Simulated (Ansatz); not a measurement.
LaAlO3 (cubic perovskite, space group No. 221), PBE in the plane-wave PAW code Ansatz: ε∞ = 4.83, cell volume 55.41 Å³. Infrared-active transverse modes:

```tsv
ω_TO (cm⁻¹)	oscillator strength S_xx (e²/amu)
134.5	0.6548
402.4	0.7687
638.3	0.1862
```

Compute the static dielectric constant.

Each mode adds (4.921e7/V) S/ω²: 32.13, 4.22, 0.41. So ε0 = 41.6.

Space group Pm-3m (cubic perovskite). This is a known high-temperature phase of the composition, computed here at zero pressure and temperature. The PBE relaxation kept the symmetry of its start. At this level the phase is dynamically unstable (imaginary phonons). Spin–orbit coupling is left out wherever it is not named.

Potentials: the later of the program's two PAW sets.
